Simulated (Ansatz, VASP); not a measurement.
**MnS (Rambergite) in VASP and in Ansatz**

```xyz
4
Lattice="3.5105 0.0000 0.0000 -1.7552 3.0402 0.0000 0.0000 0.0000 6.0450" Properties=species:S:1:pos:R:3 pbc="T T T"
Mn    0.0000    2.0268    0.0552
Mn    1.7552    1.0134    3.0777
S     0.0000    2.0268    2.2722
S     1.7552    1.0134    5.2947
```

Alike in both runs: functional PBE; k mesh 12 × 12 × 6; occupations gaussian, width 0.05 eV; no spin polarisation.

Ansatz relaxed the structure, and its values are those at the end. VASP's run is a single point on that final structure, the one shown.

|  | VASP | Ansatz |
| --- | --- | --- |
| version | VASP 6.6.1 | Ansatz 0.2.0 |
| potentials or method | VASP PAW PBE potentials, release 64 (Mn_pv, S) | scalar-relativistic, plane waves, PAW |
| plane-wave cutoff (eV) | 520 | 420 |
| valence electrons in the cell | 38 | 42 |

```csv
,VASP,Ansatz,Ansatz less VASP
gap on the k mesh at the Fermi level (eV),none,none,-
pressure (GPa),-4.4,-4.6,-0.16
rms of the force components (eV/Å),0.003,0.002,-0.0012
```

A gap of «none» marks a metal or a gap that the smearing closes. The two sets of potentials don't hold the same shells in valence.

Caveats: the run has no spin polarisation, though such a crystal can be magnetic; semilocal functionals often make such compounds metallic where correlation or magnetic order opens a gap, which also shifts bond lengths. Spin polarisation is off, so any magnetic state and its effect on volume and gap are missing.
